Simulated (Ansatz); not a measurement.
Runs of Ansatz 0.2.0 on GaAs. The structure is cubic, space group F-43m (No. 216). Conventional cell: a = 5.654 Å, b = 5.654 Å, c = 5.654 Å, α = 90.00°, β = 90.00°, γ = 90.00°. As (site symmetry -43m) is surrounded by 4 Ga at 2.45 Å. Ga (site symmetry -43m) is surrounded by 4 As at 2.45 Å. 

```csv
task,level,spin,cell,k mesh,smearing,points for each segment of the path,atoms under strain,gap on the mesh (eV),pressure (GPa),relaxed volume (Å³/atom)
relaxation of cell and atoms,revPBE+D4,off,relaxed,8 × 8 × 8,fermi-dirac 0.05 eV,-,-,(b),0.0,(c)
relaxation of cell and atoms,PBEsol+D3(BJ),off,relaxed,8 × 8 × 8,fermi-dirac 0.05 eV,-,-,0.65,0.0,21.98
band structure,RPBE,off,as given,8 × 8 × 8,fermi-dirac 0.05 eV,14,-,0.64,(a),-
band structure,BLYP,off,as given,8 × 8 × 8,fermi-dirac 0.05 eV,14,-,0.35,6.8,-
band structure,revPBE,off,as given,8 × 8 × 8,fermi-dirac 0.05 eV,14,-,0.61,4.7,-
elastic constants,LDA,off,as given,6 × 6 × 6,fixed,-,relaxed,0.28,-1.9,-
band structure,PBEsol,"SOC, no magnetisation",as given,6 × 6 × 6,fermi-dirac 0.05 eV,14,-,(d),0.2,-
relaxation of cell and atoms,PBEsol+D4,off,relaxed,8 × 8 × 8,fermi-dirac 0.05 eV,-,-,0.59,0.0,22.14
```

Alike in all rows: potentials or basis Ansatz PAW; cutoff (eV) 420.

Problem. Estimate the missing entries.

Solution. (a) 5.2; (b) 0.67; (c) 22.39; (d) 0.33.

Caveats: the PAW data sets come from PBE, with cores solved anew for the run's functional, which leaves a small shift of forces and pressure; the plane-wave basis is chosen anew once the cell has moved, so the energies of steps on either side of that aren't comparable (some runs).

A k mesh can miss the band edges, and rows without SOC leave out spin-orbit coupling on As, Ga.

Runs at the PBE level aren't shown here.
